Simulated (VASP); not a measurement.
A run of VASP 6.6.1:

Contents of INCAR:

```
SYSTEM = NaF
  ALGO = Normal
  EDIFF = 1E-6
  ENCUT = 520
  GGA = PE
  ISIF = 2
  ISMEAR = -1
  LASPH = .True.
  LCHARG = .True.
  LELF = .True.
  LREAL = .False.
  LVHAR = .True.
  LWAVE = .False.
  NBANDS = 14
  NELM = 80
  PREC = Accurate
  SIGMA = 0.02
```

Contents of KPOINTS:

```
k-points
0
Gamma
  10 10 10
  0 0 0
```

POSCAR

```
NaF
1.0
   -0.0747371929      2.2225125901      2.2225125901
    2.2225125901     -0.0747371929      2.2225125901
    2.2225125901      2.2225125901     -0.0747371929
Na F
1 1
Direct
    0.0000000000      0.0000000000      0.0000000000
    0.5000000000      0.5000000000      0.5000000000
```

Potentials or basis: VASP PAW PBE potentials, release 64 (Na_pv, F).

Run with:

```bash
$ cat potpaw_PBE.64/Na_pv/POTCAR potpaw_PBE.64/F/POTCAR > POTCAR
$ mpirun -np 1 vasp_std > vasp.out
```

Hardware: 1 thread of Intel(R) Xeon(R) 6975P-C (Granite Rapids), with other jobs on the host.

Q: Estimate the wall time of this run.

A: It took 14 s on 1 thread of Intel(R) Xeon(R) 6975P-C (Granite Rapids), with other jobs on the host, peak memory 0.14 GiB. Counts: scf iterations 12, k points 116.
